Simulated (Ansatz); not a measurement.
GeO2 (rutile)

```
CELL_PARAMETERS angstrom
      4.41054     0.00000     0.00000
      0.00000     4.41054     0.00000
      0.00000     0.00000     2.87016
ATOMIC_POSITIONS crystal
  Ge 0.00000 0.00000 0.00000
  Ge 0.50000 0.50000 0.50000
  O  0.30600 0.30600 0.00000
  O  0.80600 0.19400 0.50000
  O  0.19400 0.80600 0.50000
  O  0.69400 0.69400 0.00000
```

The relaxed cell is deformed in two ways at once: its volume V is scaled, and at that volume it is stretched along z (the c axis of the conventional cell) so that c/a changes. Fractional atomic positions are held.

Computed with r2SCAN (plane waves to 500 eV, PAW, scalar-relativistic; Ansatz, a quantum-chemistry and plane-wave program). k mesh 8×8×11 (Γ-centred), Fermi-Dirac smearing 0.05 eV. E stands for the smeared free energy. Compression counts positive. As the atoms are clamped, bonds stretch with the cell, which overstates energies and stresses. GeO2 was relaxed with its symmetry unable to fall. The zero of ΔE is the relaxed starting cell.

ΔE (meV/atom), with V/V₀ across and (c/a)/(c/a)₀ down:

| (c/a)/(c/a)₀ \ V/V₀ | 0.960 | 0.973 | 0.987 | 1.000 | 1.013 | 1.027 | 1.040 |
|---|---|---|---|---|---|---|---|
| 0.960 | 30.4 | 20.7 | 14.3 | 11.1 | 10.6 | 12.9 | 17.7 |
| 0.973 | 22.0 | 13.1 | 7.4 | 4.8 | 5.0 | 7.9 | 13.3 |
| 0.987 | 16.5 | 8.2 | 3.2 | 1.2 | 2.0 | 5.5 | 11.4 |
| 1.000 | 13.7 | 5.9 | 1.4 | 0.0 | 1.4 | 5.3 | 11.7 |
| 1.013 | 13.3 | 6.0 | 2.1 | 1.1 | 2.9 | 7.3 | 14.2 |
| 1.027 | 15.1 | 8.4 | 4.8 | 4.3 | 6.5 | 11.3 | 18.5 |
| 1.040 | 19.1 | 12.8 | 9.6 | 9.4 | 12.0 | 17.1 | 24.6 |

σzz (GPa), with V/V₀ across and (c/a)/(c/a)₀ down:

```
(c/a)/(c/a)₀ \ V/V₀  0.960  0.973  0.987  1.000  1.013  1.027  1.040
-------------------  -----  -----  -----  -----  -----  -----  -----
0.960                 27.6   22.0   16.7   11.8    7.3    3.1   -0.9
0.973                 22.9   17.5   12.4    7.6    3.2   -0.9   -4.7
0.987                 18.5   13.2    8.3    3.7   -0.6   -4.5   -8.2
1.000                 14.4    9.2    4.4    0.0   -4.1   -7.9  -11.5
1.013                 10.5    5.5    0.8   -3.4   -7.4  -11.1  -14.6
1.027                  6.8    2.0   -2.5   -6.7  -10.5  -14.1  -17.4
1.040                  3.4   -1.3   -5.6   -9.7  -13.4  -16.9  -20.0
```

Summary:

| Property | Result |
|---|---|
| Modulus against c/a change at fixed volume, (3/4V)·∂²E/∂(ln c/a)² (fit, atoms clamped) | 164 GPa, an upper bound as the atoms could relax |
| Lowest place on the grid | V/V₀ = 1.000, (c/a)/(c/a)₀ = 1.000 (0.0 meV/atom) |
| Highest place on the grid | V/V₀ = 0.960, (c/a)/(c/a)₀ = 0.960 (30.4 meV/atom) |

The 49 points together took about 16 core-minutes (a rough figure).

(A scan under strain: stresses follow from slopes of the energy per volume, elastic moduli from its curvatures.)
